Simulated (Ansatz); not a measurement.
Crystal: EuO.

```
Eu O
1.0
     0.00000    2.57195    2.57195
     2.57195    0.00000    2.57195
     2.57195    2.57195    0.00000
Eu O
1 1
Direct
  0.00000 0.00000 0.00000
  0.50000 0.50000 0.50000
```

Program: Ansatz 0.2.0. Alike in all runs: potentials or basis all-electron LAPW, scalar-relativistic; spin collinear, ferromagnetic start; cell as given; k mesh 9 × 9 × 9; smearing fermi-dirac 0.05 eV; basis error allowed 0.001 eV/atom.

**Question.** Order these runs on this cell by their pressure, lowest first.
A. level PBE; cutoff (eV) 291
B. level PBEsol; cutoff (eV) 291
C. level LDA; cutoff (eV) 290

**Answer.** C (-12.8 GPa), B (-9.0 GPa), A (-4.0 GPa).

Caveats: an open f shell can end in a state above the lowest; a cell with one magnetic atom can't hold antiferromagnetic order, which such compounds often take.
